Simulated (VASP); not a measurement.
# Sn: convergence, self-consistent run

Sn, Immm (no. 71), 1 atom in the cell. PBE; PAW potentials Sn_d (PBE set). VASP 6.6.1.

Wanted: energy within 0.2 meV/atom; Fermi level within 0.005 eV.

What the run is for: comparing ways to start; Accuracy asked: tight.

POSCAR:
```
Sn
1.0
   -1.7265390000      1.7755470000      2.3383420000
    1.7265390000     -1.7755470000      2.3383420000
    1.7265390000      1.7755470000     -2.3383420000
Sn
1
Direct
    0.0000000000      0.0000000000      0.0000000000
```

## How the run starts (with a second run first, the time holds both)

| How the run starts (with a second run first, the time holds both) | Energy less reference (meV/atom) | Fermi level (eV) | Time (s) |
|---|---|---|---|
| from scratch: 10 SCF iterations | 0.00 | 7.5624 | 15 |
| density of a coarse mesh (ICHARG 1): 11 + 8 SCF iterations | 0.00 | 7.5623 | 16 |
| orbitals of a lower cutoff (ISTART 1): 9 + 6 SCF iterations | 0.00 | 7.5625 | 19 |
| orbitals of a loose run: 8 + 2 SCF iterations | 0.00 | 7.5623 | 15 |

Chosen: from scratch: 10 SCF iterations; no other choice that stays within half of the tolerance saves 30 % of the time.

The chosen settings are those of the reference run.

## The input

INCAR:
```
SYSTEM = Sn
GGA = PE
ISMEAR = 1
SIGMA = 0.1
LWAVE = .FALSE.
LCHARG = .FALSE.
ISIF = 2
PREC = Accurate
LASPH = .TRUE.
LREAL = .FALSE.
ALGO = Normal
EDIFF = 1E-6
NELM = 120
GGA_COMPAT = .FALSE.
ENCUT = 400
```

KPOINTS:
```
k-points
0
Gamma
  13 13 13
```

Commands:
```
cat potpaw_PBE.64/Sn_d/POTCAR > POTCAR
mpirun -np 1 vasp_std > vasp.out
```

The chosen input took VASP 6.6.1 15 s on 1 core (Intel Xeon 6975P-C (Granite Rapids)), a shared host.

## An input that fails: restart asked without its files

VASP's message: ERROR: charge density could not be read from file CHGCAR for ICHARG>10.

Changes against the starting input:
```
- NELM = 120
+ NELM = 60
+ ICHARG = 11
```
